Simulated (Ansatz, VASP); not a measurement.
# Cross-check of Al26BN27 (B_Al) between VASP and Ansatz

Aim: how closely do two programs agree when they are given the same cell, functional and k mesh? The cell is taken from a series of runs on this material, whose earlier steps may have relaxed, scaled, displaced or heated it; both programs get it as it stands.

Program: Ansatz 0.2.0. Level of theory: plane waves, with VASP 6.6.1 beside it; single point at r2SCAN. Results are calculated unless marked as measured.

### Step 1. Set-up

The cell holds 54 atoms: 26 Al, 27 N and 1 B. Its edges and angles: a = 9.269 Å, b = 9.269 Å, c = 9.269 Å, α = 60.0°, β = 60.0°, γ = 60.0°. It derives from AlN (AlN (F-43m)). Nearest the centre at fractional (0.333, 0.667, 0.667): B54 at 0.48 Å, N41 at 1.65 Å, N44 at 1.65 Å, N35 at 1.65 Å, N43 at 2.25 Å, Al23 at 3.04 Å, Al26 at 3.04 Å, Al15 at 3.05 Å.

Coordinates:

```
Al N B
1.0
     0.00000    6.55419    6.55419
     6.55419    0.00000    6.55419
     6.55419    6.55419    0.00000
Al N B
26 27 1
Direct
  0.99809 0.99966 0.00365
  0.99927 0.99999 0.33431
  0.00559 0.99774 0.66719
  0.99802 0.33237 0.00366
  0.99764 0.33200 0.33832
  0.99808 0.33246 0.67080
  0.00285 0.66346 0.00397
  0.99788 0.66570 0.33792
  0.00573 0.66333 0.66670
  0.33209 0.00224 0.99695
  0.33086 0.00991 0.32742
  0.32895 0.99779 0.66674
  0.32907 0.33724 0.00398
  0.33135 0.33224 0.33791
  0.32895 0.34009 0.66669
  0.32941 0.66380 0.00324
  0.33128 0.66565 0.32633
  0.66787 0.00227 0.99719
  0.66572 0.00008 0.33419
  0.66680 0.00119 0.66460
  0.66530 0.33245 0.00365
  0.66565 0.33363 0.33430
  0.66334 0.33998 0.66720
  0.66785 0.66648 0.99695
  0.67553 0.66523 0.32743
  0.66333 0.66335 0.66677
  0.08315 0.08307 0.08528
  0.08337 0.08204 0.41911
  0.08189 0.08247 0.75408
  0.08120 0.41557 0.08833
  0.08155 0.41588 0.42119
  0.08183 0.41617 0.75406
  0.08154 0.74937 0.08793
  0.08385 0.74987 0.41843
  0.11505 0.73662 0.74700
  0.41743 0.08947 0.07570
  0.41564 0.08232 0.41849
  0.41599 0.08568 0.74729
  0.41503 0.41588 0.08794
  0.41554 0.41820 0.41843
  0.40223 0.44940 0.74704
  0.41755 0.75192 0.07513
  0.43161 0.76596 0.37002
  0.40172 0.73613 0.74655
  0.74881 0.08314 0.08512
  0.74989 0.08423 0.41606
  0.75110 0.08547 0.74761
  0.74874 0.41750 0.08527
  0.74768 0.41773 0.41910
  0.74813 0.41623 0.75408
  0.75509 0.75182 0.07568
  0.74798 0.74998 0.41850
  0.75133 0.75034 0.74729
  0.31155 0.64600 0.73073
```

### Step 2. Ansatz: single point, r2SCAN

Ansatz runs on its PAW soft_1 files.

A single point gives forces, pressure and levels at one fixed geometry, so differences don't come from the geometry; what else differs is listed under the comparison.

input.yaml

```yaml
crystal:
  checkpoint: "../qp1_M1.relax.run"
  host: checkpoint
basis:
  ecutwfc: 500
  xc_grid: 2
hamiltonian:
  xc: r2scan
  pseudopotentials: { kind: paw, azcp: { folder: soft_1 } }
kpoints:
  mp_grid: { grid: [2, 2, 2], shift: [0.5, 0.5, 0.5] }
scf:
  occupations: { method: fermi_dirac, width: 0.01 }
  max_iter: 60
output:
  forces: true
  eigenvalues: true
  charged_corrections: { defect_position: [0.333333, 0.666667, 0.666667] }
checkpoint:
  read: "../qp1_M1.relax.run"
  write: "../qp1_M1.point_neutral.run"
  compress: false
  write_wavefunctions: false
  write_every: 100000
```

The run is started by

```sh
$ ansatz run input.yaml --threads 4 --pin off --max-ram 7536MiB --backend cpu --events-out ev --progress --plain --runs-dir out
```

Numbers of over 12 decimals in the logs are rounded to 6 here.

The log of the run:

```text
Warning: checkpoint.read: spin treatment differs: saved collinear, current unpolarized; the saved charge density seeds this run and the saved magnetisation is not carried: this deck is unpolarised; the saved density holds an absolute magnetisation of 1.2e0 μB; saved orbitals and DFT+U occupations are not carried; the saved kinetic-energy density and PAW projector densities are carried summed over spin
checkpoint.read: the saved state was converged at a total charge of 1 e, and this run's is 0 e: a saved density that it takes is scaled to its electron count
crystal.checkpoint: the structure is that of <dir>, a `relax` run, at its step 19: its result, under r2scan at a charge of 1 e; 54 atoms read, 0 with a starting moment; this deck's charge is 0 e; crystal.structure_sha256 for this input is
Engine: ansatz 0.2.0, aarch64-unknown-linux-gnu
Pseudopotentials: kind: paw
Pseudopotential: Al, paw, valence charge 3, recommended cutoff 500 eV (meta_gga), soft_1/Al.paw.azcp
Pseudopotential: N, paw, valence charge 5, recommended cutoff 500 eV (meta_gga), soft_1/N.paw.azcp
Pseudopotential: B, paw, valence charge 3, recommended cutoff 500 eV (meta_gga), soft_1/B.paw.azcp
Functional definition: r2SCAN
  parameter k0 = 0.174
  parameter k1 = 0.065
  parameter a1 = 4.9479
  exchange = r2scan_x(k0 = k0, k1 = k1, a1 = a1)
  correlation = r2scan_c
Crystal: 54 atoms, lattice volume = 563.102 Å³
Basis set: ecut = 500 eV, 14331 PW (Γ), exchange–correlation on 144×144×144 points (8 copies of the dense FFT grid, shifted against one another)
Bands: 162, of which v1, the nominal top of the filled ones, is band 108 counted from 1 (107 counted from 0)
Symmetry: 1 space group operations
Space group: P1 (ITA 1), of the structure as read, at distance tolerance 8.3e-5 Å
k-points: 4 of 8 (time reversal used)
Non-local potential: Al, projectors of the file, l = 0: 2, l = 1: 2, l = 2: 1
Non-local potential: N, projectors of the file, l = 0: 2, l = 1: 2, l = 2: 1
Non-local potential: B, projectors of the file, l = 0: 2, l = 1: 2, l = 2: 1
PAW form: soft (Blöchl's): semilocal exchange-correlation on the pseudo side does not see the compensation charge
PAW frozen core: Al, regenerated for the run's functional (the file was generated under x = pbe(κ = 0.804, μ = 0.219515), c = pbe(β = 0.066725))
PAW frozen core: N, regenerated for the run's functional (the file was generated under x = pbe(κ = 0.804, μ = 0.219515), c = pbe(β = 0.066725))
PAW frozen core: B, regenerated for the run's functional (the file was generated under x = pbe(κ = 0.804, μ = 0.219515), c = pbe(β = 0.066725))
PAW one-centre angular grid: Al, 302 points (default); XC on 160 Gauss nodes
PAW one-centre angular grid: N, 302 points (default); XC on 160 Gauss nodes
PAW one-centre angular grid: B, 302 points (default); XC on 223 of its mesh's 2233 points in the sphere
Initial density: read from a saved state, or passed on in memory by an earlier SCF of this step, an earlier step, the calling program or the single point that the run made first
Initial wavefunctions: pseudopotential atomic-orbital guess
Functional: x = r2scan, c = r2scan; τ floored in thin density (d = 2e-4 eV/Å³)
iter 1 solved again at ethr=1.75e-3 eV; its pass at ethr=3.10e-3 eV (dr2=3.79e0 eV) is discarded
SCF iter   1: F=—  HF=-24681.277760 eV  |F-HF|=—  |Δ(HF+E_count)|=         —  Δρ=1.94e-2  dr2=3.79e0  dr2_τ=1.07e-1  ethr=1.75e-3  ⟨swp⟩=5.5  Hψ=3909  notcnv=0
preconditioner: auto → Resta (q_TF=auto, 2.326 Å⁻¹)  ε∞=3.7  [insulator: Δε(μ)=3.916 eV  Ē_g=14.061 eV  σ=0.010 eV  W_gap=1.00  n_scr=112 (ndim 8)  ℏωp=23.0 eV  f_vac=0.000  D(μ)=0.00/eV (n_scr^D=0)  ε∞_Penn≈3.7]
SCF iter   2: F=—  HF=-24680.325833 eV  |F-HF|=—  |Δ(HF+E_count)|=   9.52e-1  Δρ=8.69e-3  dr2=4.99e-1  dr2_τ=8.03e-2  ethr=1.75e-3  ⟨swp⟩=4.2  Hψ=1339  notcnv=0
SCF iter   3: F=—  HF=-24680.215091 eV  |F-HF|=—  |Δ(HF+E_count)|=   1.11e-1  Δρ=3.79e-3  dr2=1.29e-1  dr2_τ=3.57e-3  ethr=2.31e-4  ⟨swp⟩=2.0  Hψ=1100  notcnv=0  defer=191
SCF iter   4: F=—  HF=-24680.184629 eV  |F-HF|=—  |Δ(HF+E_count)|=   3.05e-2  Δρ=1.08e-3  dr2=5.93e-3  dr2_τ=6.15e-4  ethr=5.97e-5  ⟨swp⟩=3.0  Hψ=821  notcnv=0  defer=44
automatic band count: iteration 4 solves 125 bands in place of 162: the levels show a gap, and the empty bands left out lie too high to hold charge; the band table lists the bands solved (type scf.n_extra_bands for more)
SCF iter   5: F=—  HF=-24680.185411 eV  |F-HF|=—  |Δ(HF+E_count)|=   7.82e-4  Δρ=4.40e-4  dr2=9.36e-4  dr2_τ=1.65e-4  ethr=2.74e-6  ⟨swp⟩=2.0  Hψ=928  notcnv=0  defer=44
SCF iter   6: F=—  HF=-24680.185393 eV  |F-HF|=—  |Δ(HF+E_count)|=   1.73e-5  Δρ=7.62e-5  dr2=2.38e-5  dr2_τ=3.13e-6  ethr=4.33e-7  ⟨swp⟩=2.0  Hψ=883  notcnv=0  defer=44
[...]
SCF 1 converged in 9 iterations: F = -24680.185169 eV  dr2 = 1.59e-8
  greatest PAW one-centre occupation: 0.799 electrons in one spin orbital (limit 2), on the N atom at site 31 (counted from 0), in its partial waves of l = 0
SCF converged after 9 iterations
Free energy (F): -24680.185169 eV
Harris-Foulkes:  -24680.185169 eV  (|F-HF|=1.32e-9)
Internal energy: -24680.185169 eV  (E = F + TS)
E sigma→0 (E₀):  -24680.185169 eV
Fermi energy:    9.679470 eV
--- Per-component energies (eV) ---
  E_band       = 274.067235
  E_kinetic    = 4265.124853
  E_local      = -5755.874253  (includes V_loc(G=0)·N_el)
  E_nonlocal   = 1175.098843
  E_hartree    = 2131.509183
  E_xc         = -2588.726235
  E_vxc        = -3182.100422  (∫ρ·V_xc dr)
  E_paw        = -15937.289610  (= ΣΔE_a)
  E_vpaw       = -661.458295  (= ΣTr[D̂ρ^β])
  E_aug_tail   = -0.000138  (compensation charges beyond the density's cutoff)
  E_vtau       = 170.258042  (kinetic-family band-sum trace: ∫τ·v_τ [+ j·A + Jᵃ·Aᵃ] dr)
  E_ewald      = -7967.648311
  E_core_change = -2.379502  (= ΣΔE_core)
  E_smearing   = -0.000000  (= −TS)
  E_closure    = -0.000000  (closes the sum)
  Σ components = -24680.185169   (vs F -24680.185169, Δ=0.00e0)
--- Forces (eV/Å), atoms counted from 1 ---
  atom   1  Al    -0.01685600     0.10288658    -0.02889821
  atom   2  N     -0.01098399    -0.23303469    -0.07424730
  atom   3  Al    -0.03924567     0.39420244     0.11491096
  atom   4  N      0.35214342    -0.40466405     0.00448644
  atom   5  Al    -0.34786715     0.14856200    -0.07211880
  atom   6  N      0.11892441    -0.08549345     0.00216844
  atom   7  Al     0.10408182     0.10621609     0.09438225
  atom   8  N      0.00982470     0.00766742    -0.09265693
  atom   9  Al    -0.01380314    -0.01290736    -0.16067168
  atom  10  N     -0.03229157    -0.03319805    -0.05439709
  atom  11  Al     0.02234831     0.02667074     0.04832292
  atom  12  N     -0.07266011    -0.07616534    -0.18737711
  atom  13  Al     0.02999151    -0.45717028     0.03923841
  atom  14  N      0.03709914     0.00694069    -0.08660072
  atom  15  Al     0.23097759    -0.00949986     0.09105204
  atom  16  N     -0.03733413    -0.40618437    -0.44758306
  atom  17  Al     0.13772365     0.15733461     0.43789197
  atom  18  N      0.43520608    -0.02519096    -0.58494329
  atom  19  Al     0.10519383     0.69014460     0.02033692
  atom  20  N      0.23565366    -0.74201671     0.66444793
  atom  21  Al    -1.99064025     1.18163696    -1.10640610
  atom  22  N      0.36141292    -0.04906139     0.29787818
  atom  23  Al    -0.35135850     0.13509505    -0.06766502
  atom  24  N     -0.07285842    -0.11809760    -0.02617326
[...]
atom  47  Al     0.14636725    -0.34670160    -0.07243198
  atom  48  N     -0.08051730     0.11293150     0.00193820
  atom  49  Al     0.68697647     0.10790100     0.01944880
  atom  50  N     -0.74021227     0.23705753     0.66398014
  atom  51  Al     1.17691582    -1.99075404    -1.10605931
  atom  52  N     -0.04580569     0.35994207     0.29681620
  atom  53  Al     0.12889246    -0.34522737    -0.06388170
  atom  54  N     -0.11546144    -0.07553527    -0.02634072
  max |Σ_I F_I| component: 1.63e-2 eV/Å
--- Band table (eV) ---
  k-point 0: bands = [... 104 lower, 6.3699, 6.9463, 7.1126, 8.5782, 11.2171, 11.6012, 11.6366, 11.7838, ... 13 higher]
  k-point 1: bands = [... 104 lower, 6.3345, 6.9570, 7.0928, 8.3448, 10.8005, 11.7293, 11.8472, 12.3161, ... 13 higher]
  k-point 2: bands = [... 104 lower, 6.3834, 6.8461, 7.0133, 8.4901, 10.7891, 11.6667, 11.8492, 12.2795, ... 13 higher]
  k-point 3: bands = [... 104 lower, 6.3837, 6.8461, 7.0133, 8.4901, 10.7892, 11.6662, 11.8494, 12.2795, ... 13 higher]
```

### Step 3. VASP: single point, r2SCAN

The same cell, functional, mesh and smearing now go to VASP, with its own data sets.

Lines of VASP's logs that name or quote its potential files are left out, and so is its time.

INCAR

```
SYSTEM = Al26BN27
PREC = Accurate
ENCUT = 580
EDIFF = 1E-06
NELM = 120
ISMEAR = -1
SIGMA = 0.01
LREAL = Auto
ALGO = Normal
METAGGA = R2SCAN
LASPH = .TRUE.
NBANDS = 152
LORBIT = 11
LWAVE = .FALSE.
LCHARG = .FALSE.
ISIF = 2
ISYM = 0
GGA_COMPAT = .FALSE.
EFERMI = MIDGAP
LMIXTAU = .TRUE.
KPAR = 4
```

POSCAR

```
Al26BN27
1.0
    0.0000000000      6.5541898631      6.5541898631
    6.5541898631      0.0000000000      6.5541898631
    6.5541898631      6.5541898631      0.0000000000
Al N B
26 27 1
Direct
    0.9980861469      0.9996584312      0.0036489889
    0.9992702195      0.9999897942      0.3343117299
    0.0055893394      0.9977419042      0.6671899161
    0.9980184394      0.3323693968      0.0036623874
    0.9976382207      0.3319972525      0.3383234409
    0.9980758935      0.3324557299      0.6708021525
    0.0028533179      0.6634617557      0.0039708448
    0.9978799421      0.6656960227      0.3379206252
    0.0057294848      0.6633275495      0.6666999341
    0.3320908513      0.0022424448      0.9969451418
    0.3308596407      0.0099070329      0.3274168699
    0.3289500334      0.9977912463      0.6667429800
    0.3290734153      0.3372397077      0.0039794929
    0.3313479200      0.3322405014      0.3379114621
    0.3289493639      0.3400889395      0.6666857781
    0.3294089081      0.6637990334      0.0032404317
    0.3312796150      0.6656524591      0.3263278412
    0.6678719691      0.0022737634      0.9971863238
    0.6657170100      0.0000824486      0.3341852647
    0.6668009713      0.0011926229      0.6645953976
    0.6653043163      0.3324498888      0.0036523730
    0.6656456422      0.3336269511      0.3343036157
    0.6633402365      0.3399810365      0.6671985919
    0.6678547275      0.6664768997      0.9969455163
    0.6755348071      0.6652328506      0.3274312858
    0.6633341836      0.6633454153      0.6667736977
    0.0831497805      0.0830720289      0.0852763009
    0.0833654207      0.0820369238      0.4191097597
    0.0818893080      0.0824678510      0.7540773776
    0.0812046121      0.4155668816      0.0883322130
    0.0815482791      0.4158806486      0.4211932212
    0.0818334951      0.4161715296      0.7540586381
    0.0815412158      0.7493705134      0.0879345474
    0.0838467702      0.7498674091      0.4184295981
    0.1150505879      0.7366214681      0.7470036387
    0.4174284842      0.0894673144      0.0757000633
    0.4156421687      0.0823162727      0.4184933563
    0.4159876314      0.0856841226      0.7472911956
    0.4150337261      0.4158792770      0.0879447321
    0.4155368061      0.4181978267      0.4184258572
    0.4022349911      0.4494045381      0.7470366656
    0.4175543857      0.7519217073      0.0751330602
    0.4316052759      0.7659592279      0.3700209722
    0.4017177247      0.7361345598      0.7465461070
    0.7488088185      0.0831419212      0.0851176356
    0.7498869816      0.0842281398      0.4160617558
    0.7510995099      0.0854676716      0.7476109394
    0.7487411464      0.4174997322      0.0852691534
    0.7476803484      0.4177327289      0.4191041717
    0.7481302406      0.4162292848      0.7540800684
    0.7550896942      0.7518205578      0.0756803142
    0.7479755255      0.7499814862      0.4184981285
    0.7513318383      0.7503430785      0.7472887238
    0.3115465760      0.6460027730      0.7307336068
```

KPOINTS

```
Points of the shifted mesh
8
Reciprocal
 0.2500000000  0.2500000000  0.2500000000 1
 0.2500000000  0.2500000000  0.7500000000 1
 0.2500000000  0.7500000000  0.2500000000 1
 0.2500000000  0.7500000000  0.7500000000 1
 0.7500000000  0.2500000000  0.2500000000 1
 0.7500000000  0.2500000000  0.7500000000 1
 0.7500000000  0.7500000000  0.2500000000 1
 0.7500000000  0.7500000000  0.7500000000 1
```

PAW data sets: Al, N and B (PBE family, release 64).

The run is started by

```sh
$ mpirun -np 8 vasp_std
```

The log of the run:

```text
[banner, memory and clock lines left out]
running    8 mpi-ranks, on    1 nodes
[...]
|                                                                             |
|           W    W    AA    RRRRR   N    N  II  N    N   GGGG   !!!           |
|           W    W   A  A   R    R  NN   N  II  NN   N  G    G  !!!           |
|           W    W  A    A  R    R  N N  N  II  N N  N  G       !!!           |
|           W WW W  AAAAAA  RRRRR   N  N N  II  N  N N  G  GGG   !            |
|           WW  WW  A    A  R   R   N   NN  II  N   NN  G    G                |
|           W    W  A    A  R    R  N    N  II  N    N   GGGG   !!!           |
|                                                                             |
|     For optimal performance we recommend to set                             |
|       NCORE = 2 up to number-of-cores-per-socket                            |
|     NCORE specifies how many cores store one orbital (NPAR=cpu/NCORE).      |
|     This setting can greatly improve the performance of VASP for DFT.       |
[...]
|               ----> ADVICE to this user running VASP <----                  |
|                                                                             |
|     You enforced a specific xc type in the INCAR file but a different       |
|     [... a line on the potential file left out ...]
|     I HOPE YOU KNOW WHAT YOU ARE DOING!                                     |
|                                                                             |

 LDA part: xc-table for (None), standard interpolation
 POSCAR, INCAR and KPOINTS ok, starting setup
[...]
entering main loop
       N       E                     dE             d eps       ncg     rms          rms(c)
DAV:   1     0.842467711608E+03    0.84247E+03   -0.11040E+05  2432   0.145E+03
DAV:   2    -0.524430941428E+03   -0.13669E+04   -0.13049E+04  3016   0.293E+02
DAV:   3    -0.630026519408E+03   -0.10560E+03   -0.10471E+03  2944   0.877E+01
DAV:   4    -0.631601345289E+03   -0.15748E+01   -0.15707E+01  2864   0.112E+01
[...]
DAV:  22    -0.514635107850E+03   -0.15197E-04   -0.58149E-06  2576   0.992E-03    0.484E-03
DAV:  23    -0.514635111301E+03   -0.34506E-05   -0.12450E-06  1784   0.407E-03    0.342E-03
DAV:  24    -0.514635112291E+03   -0.99020E-06   -0.29557E-07  1456   0.235E-03
   1 F= -.51463511E+03 E0= -.51463511E+03  d E =0.000000E+00
```

OUTCAR, selected parts (step 3):

```text
  Total       -7.7991817     -7.8037542     -7.7232815      5.0079212     -6.0691520     -6.1267555
  in kB      -22.1907803    -22.2037901    -21.9748235     14.2488894    -17.2683781    -17.4322756
  external PRESSURE =     -22.1231313 kB  Pullay stress =       0.0000000 kB

 POSITION                                       TOTAL-FORCE (eV/Angst)
 -----------------------------------------------------------------------------------
      6.57587      6.56556     13.09360        -0.015712      0.098672     -0.025957
      8.74527      8.74055     13.10353        -0.041128      0.391880      0.116362
     10.91228      4.40952      6.57602        -0.345062      0.149290     -0.077290
      2.20242      6.56521      8.71961         0.101754      0.108374      0.095563
      4.39341      8.75615      8.71468        -0.013637     -0.011786     -0.155500
      6.57554     10.93814      8.72056         0.017311      0.025568      0.050027
      4.37448      0.04473      4.36716         0.027582     -0.455506      0.034835
      6.57789      8.75509     10.90339         0.228454     -0.013215      0.092735
      8.71725      4.40723      4.38513         0.143531      0.162480      0.432890
      6.54887      8.71075      2.19128         0.103568      0.688460      0.015693
      2.21088      4.31447      2.23345        -1.985577      1.176276     -1.097145
     10.90967      6.52596      8.69571        -0.348007      0.141341     -0.068672
      2.23642      2.18289      4.36714        -0.462450      0.033487      0.041548
      4.39230      4.38645      4.34928        -0.013542      0.230930      0.090721
[...]
-----------------------------------------------------------------------------------
    total drift:                               -0.108207      0.043770     -0.049227

  FREE ENERGIE OF THE ION-ELECTRON SYSTEM (eV)
  ---------------------------------------------------
  free  energy   TOTEN  =      -514.6351122909 eV

  energy  without entropy=     -514.6351122909  energy(sigma->0) =     -514.63511229

[... 1 further part left out ...]
```

The run ends at a pressure of -2.21 GPa, with forces up to 2.6 eV/Å.

### Step 4. Side by side

Known differences besides the potentials themselves: VASP keeps PBE cores, Ansatz makes them for the functional; the cutoff is 500 eV in Ansatz and 580 eV in VASP (PREC = Accurate, projectors in real space). Total energies have different zeros and are not compared.

Both answers:

```
              quantity  Ansatz   VASP  difference
gap on the k mesh (eV)   2.211  2.206      +0.005
```

Forces on 10 of the 54 atoms, those with the largest forces and the largest differences (eV/Å; atoms numbered as in POSCAR):

```
atom          Ansatz x, y, z            VASP x, y, z
Al11   -1.991, 1.182, -1.106   -1.986, 1.176, -1.097
Al17     1.217, 1.221, 1.977     1.217, 1.211, 1.975
Al25   1.177, -1.991, -1.106   1.177, -1.988, -1.097
 N35   0.435, -0.025, -0.585   0.470, -0.077, -0.618
 N36    0.236, -0.742, 0.664    0.236, -0.742, 0.665
 N41   -0.021, 0.429, -0.581   -0.070, 0.462, -0.613
 N42  -0.740, -0.742, -0.276  -0.740, -0.741, -0.276
 N44     0.533, 0.533, 0.075     0.568, 0.567, 0.128
 N51    -0.740, 0.237, 0.664    -0.740, 0.237, 0.662
 B54   -1.062, -1.049, 1.020   -1.071, -1.060, 1.029
```

The forces differ by 10 meV/Å r.m.s., which is 2.2 % of the r.m.s. force of 0.464 eV/Å (both taken over all components). A gap on the mesh is an upper bound, since the band edges may lie between its points.

### Step 5. Summary of results

```yaml
r_m_s_force_difference_single_point_r2scan: 2.2 % of the r.m.s. force
```

In words: The r.m.s. force difference is 2.2 % of the r.m.s. force (single point, r2SCAN), within the 3 % picked in this series as the mark of a large difference. Such differences can come from data sets, numerical settings and the points named under the comparisons, not from the functional's error against experiment.

[Lines on the potential files, build, host, timing and source positions are cut from VASP's logs without a mark.]

[Logs are printed without paths, hosts, clocks, repeated set-up lines and the standing remarks that a program may print on its own settings, such as how far it seeks lower states.]

[Hosts, paths, dates, database ids (printed as entryN), source tags and the programs' standing remarks are cut or masked in the printed files.]
